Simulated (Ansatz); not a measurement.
SnO2 (Cassiterite):

```xyz
6
Lattice="4.7380 0.0000 0.0000 0.0000 4.7380 0.0000 0.0000 0.0000 3.1865" Properties=species:S:1:pos:R:3 pbc="T T T"
Sn    2.3690    2.3690    1.5933
Sn    0.0000    0.0000    0.0000
O     3.8240    0.9140    1.5933
O     3.2830    3.2830    0.0000
O     0.9140    3.8240    1.5933
O     1.4550    1.4550    0.0000
```

Base run:

| Property | Result |
| --- | --- |
| Program | Ansatz 0.2.0 |
| Functional | PBEsol |
| Potentials or basis | all-electron LAPW, scalar-relativistic |
| Cutoff | 381 eV (chosen from the basis error) |
| Basis error allowed | 0.002 eV/atom |
| k mesh | 6 × 6 × 8 |
| Occupations | fermi-dirac, width 0.05 eV |
| Spin | no spin polarisation |

Its results: band gap on the k mesh 1.19 eV, direct; pressure 4.7 GPa; largest force 0.208 eV/Å.

Question: The run is repeated on the same cell with these changes: functional from PBEsol to LDA. What comes out?

Answer: Band gap on the k mesh 1.14 eV, direct; pressure -0.6 GPa; largest force 0.154 eV/Å.

LDA binds more tightly than PBEsol, so the same cell stands under less pressure.

Caveats: spin-orbit coupling is left out, which moves the levels of the heavy elements.
